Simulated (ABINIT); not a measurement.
The system is BAs.

```xyz
2
Lattice="0.0000 2.3885 2.3885 2.3885 0.0000 2.3885 2.3885 2.3885 0.0000" Properties=species:S:1:pos:R:3 pbc="T T T"
As    3.5827    3.5827    3.5827
B     0.0000    0.0000    0.0000
```

```yaml
Program: ABINIT 10.8.3 (patched build)
Task: relaxation of cell and atoms
Functional: LDA
Potentials_or_basis: PseudoDojo NC SR LDA v0.4.1 standard
Cutoff: 1088 eV
k_mesh: 8 × 8 × 8
Occupations: fermi-dirac, width 0.05 eV
Spin: no spin polarisation
```

At the start: pressure -3.9 GPa; volume 13.63 Å³/atom.

Problem. How do energy, volume and symmetry change on relaxing?

Solution. Over 4 steps the energy falls by 4.8 meV/atom and the volume is 13.25 Å³/atom (-2.8 %); space group F-43m (No. 216, to 0.05 Å).

Step by step:
```
step  energy change (eV)  largest force (eV/Å)  pressure (GPa)  volume (Å³)
   1              0.0000                0.0000           -3.93        27.25
   2             -0.0063                0.0000           -2.30        26.93
   3             -0.0095                0.0000            0.05        26.48
   4             -0.0095                0.0000            0.00        26.49
```

Final structure:
```cif
data_structure
_symmetry_space_group_name_H-M 'P 1'
_symmetry_Int_Tables_number 1
_cell_length_a 3.3461
_cell_length_b 3.3461
_cell_length_c 3.3461
_cell_angle_alpha 60.000
_cell_angle_beta 60.000
_cell_angle_gamma 60.000
_cell_volume 26.49
loop_
_atom_site_label
_atom_site_type_symbol
_atom_site_fract_x
_atom_site_fract_y
_atom_site_fract_z
_atom_site_occupancy
As1 As 0.75000 0.75000 0.75000 1
B1 B 0.00000 0.00000 0.00000 1
```
